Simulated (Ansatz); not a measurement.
# Stress against strain in GaP

```yaml
crystal:
  lattice:
    - [0.00000, 2.72525, 2.72525]
    - [2.72525, 0.00000, 2.72525]
    - [2.72525, 2.72525, 0.00000]
  atoms:
    - { symbol: Ga, position: [0.00000, 0.00000, 0.00000] }
    - { symbol: P, position: [0.75000, 0.75000, 0.75000] }
```

Atom numbers follow the list: Ga1, P2.

Conventional cell: a = 5.451 Å, b = 5.451 Å, c = 5.451 Å, α = 90.00°, β = 90.00°, γ = 90.00°. Ga (atom 1) has 4 P at 2.36 Å as nearest neighbours. P (atom 2) is surrounded by 4 Ga at 2.36 Å.

The cell is COD entry 9008846, as deposited and not checked against the literature; nothing was relaxed.

Method: DFT, PBEsol, all-electron LAPW, scalar-relativistic in Ansatz 0.2.0.

Settings: a Γ-centred 12×12×12 k mesh, Fermi–Dirac smearing of 0.08 eV, basis error target 0.5 meV/atom, no spin polarisation.

The strain is applied along the Cartesian axes of the cell as listed (the other components stay zero). Fractional coordinates are held (clamped ions).

σ is the change of stress from the unstrained cell, which is at -0.57 GPa; tension is positive, so slopes are stress–strain coefficients at that pressure.

Only quantities that a quadratic follows smoothly over the whole series are listed; rougher ones are left out.

```
εxx = εyy  σzz (GPa)  σxx (GPa)
  -0.0200      -2.59      -4.16
  -0.0100      -1.22      -1.98
   0.0000       0.00       0.00
   0.0200       2.05       3.46
```

Problem. Fit the series and read off the stiffness at zero strain.

Solution. Least-squares fits y = p0 + p1 x + p2 x² to the rows give σzz (GPa): p1 = 116, p2 = -680; σxx (GPa): p1 = 190, p2 = -890. So 2 C12 = 116 GPa and C11 + C12 = 190 GPa.

Problem. One run, at εxx = εyy = 0.0100, is withheld. Predict its row.

Solution. The fits give 1.09, 1.82; the run gave 1.08, 1.81.
